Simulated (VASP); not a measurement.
Crystal: Si.

```
CELL_PARAMETERS angstrom
2.62054 0.00000 0.00000
-1.31027 2.26946 0.00000
0.00000 0.00000 2.46635
ATOMIC_POSITIONS crystal
Si 0.00000 0.00000 0.00000
```

This isn't the form of Si at room conditions, which is diamond.

| Quantity | Value |
| --- | --- |
| Program | VASP 6.6.1 |
| Task | relaxation of cell and atoms |
| Functional | PBE |
| Potentials or basis | VASP PAW PBE potentials, release 54 (Si) |
| Cutoff | 600 eV |
| k mesh | 12 × 12 × 11 |
| Occupations | fermi-dirac, width 0.05 eV |
| Spin | no spin polarisation |

At the start: pressure 3.0 GPa; volume 14.67 Å³/atom.

How do energy, volume and symmetry change on relaxing?

Over 7 steps the energy falls by 4.9 meV/atom and the volume is 15.03 Å³/atom (+2.5 %); space group P6/mmm (No. 191, to 0.05 Å).

The path:
| step | energy change (eV) | largest force (eV/Å) | pressure (GPa) | volume (Å³) |
| --- | --- | --- | --- | --- |
| 1 | 0.0000 | 0.0000 | 3.04 | 14.67 |
| 2 | -0.0030 | 0.0000 | -1.61 | 15.26 |
| 3 | -0.0049 | 0.0000 | 0.07 | 15.03 |
| 4 | -0.0049 | 0.0000 | 0.11 | 15.02 |
| 5 | -0.0049 | 0.0000 | 0.02 | 15.04 |
| 6 | -0.0049 | 0.0000 | 0.04 | 15.04 |
| 7 | -0.0049 | 0.0000 | 0.06 | 15.03 |

Final structure:
```cif
data_structure
_symmetry_space_group_name_H-M 'P 1'
_symmetry_Int_Tables_number 1
_cell_length_a 2.6326
_cell_length_b 2.6326
_cell_length_c 2.5047
_cell_angle_alpha 90.000
_cell_angle_beta 90.000
_cell_angle_gamma 120.000
_cell_volume 15.03
loop_
_atom_site_label
_atom_site_type_symbol
_atom_site_fract_x
_atom_site_fract_y
_atom_site_fract_z
_atom_site_occupancy
Si1 Si 0.00000 0.00000 0.00000 1
```
